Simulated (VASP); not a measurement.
Wanted: the native input for a VASP 6.6.1 run.

```
Task                   : band structure
Functional             : PBE
Potentials or basis    : VASP PAW PBE potentials, release 64 (Au, Cu)
Cutoff                 : 520 eV
k mesh                 : 5 × 5 × 5
Occupations            : fermi-dirac, width 0.05 eV
Spin                   : spin-orbit coupling, no magnetisation
Further INCAR settings : ALGO = Normal; EDIFF = 1e-06
```

Crystal: Cu3Au (Auricupride).

```
Au Cu
1.0
     3.74000    0.00000    0.00000
     0.00000    3.74000    0.00000
     0.00000    0.00000    3.74000
Au Cu
1 3
Direct
  0.00000 0.00000 0.00000
  0.50000 0.50000 0.00000
  0.50000 0.00000 0.50000
  0.00000 0.50000 0.50000
```

These files were run (other wordings do the same):

POSCAR

```
Cu3Au
1.0
    3.7400000000      0.0000000000      0.0000000000
    0.0000000000      3.7400000000      0.0000000000
    0.0000000000      0.0000000000      3.7400000000
Au Cu
1 3
Direct
    0.0000000000      0.0000000000      0.0000000000
    0.5000000000      0.5000000000      0.0000000000
    0.5000000000      0.0000000000      0.5000000000
    0.0000000000      0.5000000000      0.5000000000
```

INCAR.step1

```
SYSTEM = Cu3Au
PREC     = Accurate       ! precision mode
ENCUT    = 520            ! plane-wave cutoff, eV
EDIFF    = 1E-6           ! SCF threshold, eV
ISMEAR   = -1             ! smearing method
SIGMA    = 0.05           ! smearing width, eV
LREAL    = .False.        ! projectors in reciprocal space
LASPH    = .True.         ! aspherical terms in the spheres
NELM     = 100            ! most SCF steps
ALGO     = Normal         ! electronic algorithm
ISIF     = 2              ! what is computed and relaxed
LWAVE    = .False.        ! write WAVECAR
LCHARG   = .True.         ! write CHGCAR
MAGMOM   = 0 0 0 0 0 0 0 0 0 0 0 0 ! initial moments
LORBIT   = 11             ! projections on sites
LSORBIT  = .True.         ! spin-orbit coupling
GGA_COMPAT= .False.      
LMAXMIX  = 4              ! l up to which the mixer works
GGA      = PE             ! functional
```

KPOINTS.step1

```
regular mesh
0
Gamma
  5 5 5
  0 0 0
```

INCAR.step2

```
SYSTEM = Cu3Au
PREC     = Accurate       ! precision mode
ENCUT    = 520            ! plane-wave cutoff, eV
EDIFF    = 1E-6           ! SCF threshold, eV
ISMEAR   = 0              ! smearing method
SIGMA    = 0.05           ! smearing width, eV
LREAL    = .False.        ! projectors in reciprocal space
LASPH    = .True.         ! aspherical terms in the spheres
NELM     = 100            ! most SCF steps
ALGO     = Normal         ! electronic algorithm
ISIF     = 2              ! what is computed and relaxed
LWAVE    = .False.        ! write WAVECAR
LCHARG   = .False.        ! write CHGCAR
MAGMOM   = 0 0 0 0 0 0 0 0 0 0 0 0 ! initial moments
LORBIT   = 11             ! projections on sites
LSORBIT  = .True.         ! spin-orbit coupling
GGA_COMPAT= .False.      
LMAXMIX  = 4              ! l up to which the mixer works
GGA      = PE             ! functional
ICHARG   = 11             ! starting density
```

KPOINTS.step2

```
path GXMGRX,MR
20
line-mode
reciprocal
 0.0000000000  0.0000000000  0.0000000000  G
 0.0000000000  0.5000000000  0.0000000000  X

 0.0000000000  0.5000000000  0.0000000000  X
 0.5000000000  0.5000000000  0.0000000000  M

 0.5000000000  0.5000000000  0.0000000000  M
 0.0000000000  0.0000000000  0.0000000000  G

 0.0000000000  0.0000000000  0.0000000000  G
 0.5000000000  0.5000000000  0.5000000000  R

 0.5000000000  0.5000000000  0.5000000000  R
 0.0000000000  0.5000000000  0.0000000000  X

 0.5000000000  0.5000000000  0.0000000000  M
 0.5000000000  0.5000000000  0.5000000000  R
```

Potentials or basis: VASP PAW PBE potentials, release 64 (Au, Cu).

Command:

```console
$ cat potpaw_PBE.64/Au/POTCAR potpaw_PBE.64/Cu/POTCAR > POTCAR
$ cp INCAR.step1 INCAR
$ cp KPOINTS.step1 KPOINTS
$ mpirun -np 1 vasp_ncl > vasp.out
$ cp INCAR.step2 INCAR
$ cp KPOINTS.step2 KPOINTS
$ mpirun -np 1 vasp_ncl > vasp.out
```

Wall time 7.7 min on 1 thread of Intel(R) Xeon(R) Platinum 8375C CPU @ 2.90GHz (Ice Lake), on a shared host, peak memory 0.55 GiB.
